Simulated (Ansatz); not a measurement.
Crystal: AlN.

```xyz
4
Lattice="3.1130 0.0000 0.0000 -1.5565 2.6959 0.0000 0.0000 0.0000 4.9810" Properties=species:S:1:pos:R:3 pbc="T T T"
Al    1.5565    0.8986    2.4905
Al    0.0000    1.7973    0.0000
N     1.5565    0.8986    4.3833
N     0.0000    1.7973    1.8928
```

A run of Ansatz 0.2.0 on this cell left the log below. Logs are shortened: lines on timing, memory, paths and dates and some standing lists are left out, and cuts for length are marked.

```text
Warning: RAYON_NUM_THREADS=2 ignored (pool sized by the plan → 2); use --threads N
Engine: ansatz 0.2.0, aarch64-unknown-linux-gnu
Pseudopotentials: kind: paw
Pseudopotential: Al, paw, valence charge 3, recommended cutoff 420 eV (normal), Al.paw.azcp
Pseudopotential: N, paw, valence charge 5, recommended cutoff 420 eV (normal), N.paw.azcp
Functional definition: PBE0
  parameter a = 0.25
  parameter kappa = 0.804
  parameter beta = 0.06672455060314922
  exchange = (1 - a)*pbe_x(kappa = kappa, mu = beta*pi^2/3) + a*exact_x
  correlation = pbe_c(beta = beta)
Crystal: 4 atoms, lattice volume = 41.803 Å³
Basis set: ecut = 420 eV, 809 PW (Γ), exchange–correlation on 48×48×72 points (8 copies of the dense FFT grid, shifted against one another)
Bands: 12, of which v1, the nominal top of the filled ones, is band 8 counted from 1 (7 counted from 0)
Symmetry: 12 space group operations
Space group: P63mc (ITA 186), of the structure as read, at distance tolerance 3.5e-5 Å
k-points: 21 of 144 (time reversal used)
Non-local potential: Al, projectors of the file, l = 0: 2, l = 1: 2, l = 2: 1
Non-local potential: N, projectors of the file, l = 0: 2, l = 1: 2, l = 2: 1
PAW form: soft (Blöchl's): semilocal exchange-correlation on the pseudo side does not see the compensation charge
PAW frozen core: Al, regenerated for the run's functional, and the local potential with it (the file was generated under x = pbe(κ = 0.804, μ = 0.2195149727645171), c = pbe(β = 0.06672455060314922))
PAW frozen core: N, regenerated for the run's functional, and the local potential with it (the file was generated under x = pbe(κ = 0.804, μ = 0.2195149727645171), c = pbe(β = 0.06672455060314922))
PAW one-centre angular grid: Al, 110 points (default); XC on 64 Gauss nodes
PAW one-centre angular grid: N, 110 points (default); XC on 64 Gauss nodes
Initial density: superposition of atomic densities (neutral atoms: chi_scale 0, normalization atom), corrected by the library's trained network
Initial wavefunctions: pseudopotential atomic-orbital guess
Functional: x = pbe(κ = 0.804, μ = 0.2195149727645171), c = pbe(β = 0.06672455060314922), warm-up for x = 0.75 pbe(κ = 0.804, μ = 0.2195149727645171) + 0.25 exact, c = pbe(β = 0.06672455060314922)
SCF iter   1: F=—  HF=-1848.487223 eV  |F-HF|=—  |Δ(HF+E_count)|=         —  Δρ=8.88e-4  dr2=1.49e-4  ethr=1.77e-3  ⟨swp⟩=8.6  Hψ=1411  notcnv=0
preconditioner: auto → none  [insulator: Δε(μ)=4.210 eV  Ē_g=13.127 eV  σ=0.050 eV  W_gap=1.00  n_scr=2 (ndim 8)  ℏωp=23.0 eV  f_vac=0.000  D(μ)=0.00/eV (n_scr^D=0)]
SCF iter   2: F=—  HF=-1848.487881 eV  |F-HF|=—  |Δ(HF+E_count)|=   6.58e-4  Δρ=4.61e-4  dr2=3.92e-5  ethr=9.33e-7  ⟨swp⟩=4.4  Hψ=861  notcnv=0
iter 3 solved again at ethr=2.13e-8 eV; its pass at ethr=2.45e-7 eV (dr2=3.40e-6 eV) is discarded
[... 179 lines left out ...]
E sigma→0 (E₀):  -1849.892474 eV
Fermi energy:    9.112195 eV
--- Per-component energies (eV) ---
  E_band       = 2.261000
  E_kinetic    = 320.743713
  E_local      = -446.266859  (includes V_loc(G=0)·N_el)
  E_nonlocal   = 108.632670
  E_hartree    = 155.960428
  E_xc         = -158.131928
  E_vxc        = -167.961753  (∫ρ·V_xc dr)
  E_exx        = -42.549141  (= α·E_x^exact, valence–valence)
  E_paw        = -1194.930327  (= ΣΔE_a)
  E_vpaw       = -39.709517  (= ΣTr[D̂ρ^β])
  E_aug_tail   = 0.000192  (compensation charges beyond the density's cutoff)
  E_ewald      = -593.220189
  E_core_change = -0.131034  (= ΣΔE_core)
  E_smearing   = -0.000000  (= −TS)
  E_closure    = -0.000000  (closes the sum)
  Σ components = -1849.892474   (vs F -1849.892474, Δ=2.27e-13)
--- Forces (eV/Å), atoms counted from 1 ---
  atom   1  Al     0.00000000     0.00000000    -0.00018308
  atom   2  Al     0.00000000    -0.00000000    -0.00018308
  atom   3  N      0.00000000    -0.00000000     0.00016526
  atom   4  N      0.00000000     0.00000000     0.00016526
  max |Σ_I F_I| component: 3.56e-5 eV/Å
--- Stress (GPa, compression-positive) ---
       -0.036807       0.000000      -0.000000
        0.000000      -0.036807       0.000000
       -0.000000       0.000000      -0.034450
  P = ⅓ Tr σ = -0.0360 GPa (-0.360 kbar)
--- Band table (eV; the first three rows and the last of 21) ---
  k-point 0: bands = ["-10.8168", "-8.5161", "-0.6186", "4.9595", "4.9595", "5.6828", "5.6828", "5.9349", "12.2825", "14.8867", "19.2246", "19.5232"]
  k-point 1: bands = ["-10.5617", "-8.9770", "0.2551", "4.6543", "5.0593", "5.0593", "5.5701", "5.5701", "13.2888", "15.0195", "18.8238", "19.4815"]
  k-point 2: bands = ["-9.8620", "-9.8620", "2.3118", "2.3118", "5.3082", "5.3082", "5.3082", "5.3082", "14.6989", "14.6989", "18.7810", "18.7810"]
  k-point 20: bands = ["-8.0935", "-8.0935", "0.6530", "0.6530", "1.7092", "1.7092", "5.0560", "5.0560", "15.6094", "15.6094", "16.0543", "16.0543"]
--- Relaxed structure (5 steps of the walk, 5 accepted, 1 SCFs on fresh bases) ---
  F+E_penalty+E_count = -1849.89247367 eV   max|allowed force component| = 1.742e-4 eV/Å   (the final SCF, on the basis selected at the relaxed cell)
  cell:  # Å, volume = 41.4758 Å³
    - [3.1048108404723025, 3.030597824061318e-19, 8.464863603653738e-84]
    - [-1.5524054202361512, 2.6888450617943285, -4.365718836742041e-84]
    - [1.3544325605412902e-83, -2.4626046555296188e-85, 4.96814034921848]
  atoms:
    - { symbol: Al, position: [0.6666666666666665, 0.33333333333333326, 0.4989820237279162] }
    - { symbol: Al, position: [0.33333333333333326, 0.6666666666666665, -0.0010179762720838156] }
    - { symbol: N, position: [0.6666666666666665, 0.33333333333333326, 0.8810179762720837] }
    - { symbol: N, position: [0.33333333333333326, 0.6666666666666665, 0.3810179762720839] }
```

Write the input and the command behind it.

Relaxation of cell and atoms with PBE0, no spin polarisation. The files as run (others can give the same):

input.yaml
```yaml
crystal:
  lattice:
    - [3.113, 0.0, 0.0]
    - [-1.5565, 2.695937082, 0.0]
    - [0.0, 0.0, 4.981]
  atoms:
    - { symbol: Al, position: [0.6666666667, 0.3333333333, 0.5] }
    - { symbol: Al, position: [0.3333333333, 0.6666666667, 0.0] }
    - { symbol: "N", position: [0.6666666667, 0.3333333333, 0.88] }
    - { symbol: "N", position: [0.3333333333, 0.6666666667, 0.38] }
hamiltonian:
  xc: pbe0
  pseudopotentials: { kind: paw }
kpoints:
  mp_grid: { grid: [6, 6, 4] }
scf:
  occupations: { method: fermi_dirac, width: 0.05 }
output:
  forces: true
  stress: true
  eigenvalues: true
relax:
  f_tol: 0.01
  max_steps: 40
  cell: { stress_tol: 0.05 }
```

Potentials or basis: Ansatz PAW.
Command:
```sh
$ ansatz run input.yaml --threads 2 --pin off --max-ram 5632MiB --backend cpu --events-out ev --progress --plain --runs-dir out
```

Caveat: the plane-wave basis is chosen anew once the cell has moved, so the energies of steps on either side of that aren't comparable; the pressure holds a Pulay correction of +0.4 GPa for the finite cutoff; the PAW data sets come from PBE, with cores solved anew for the run's functional, which leaves a small shift of forces and pressure.
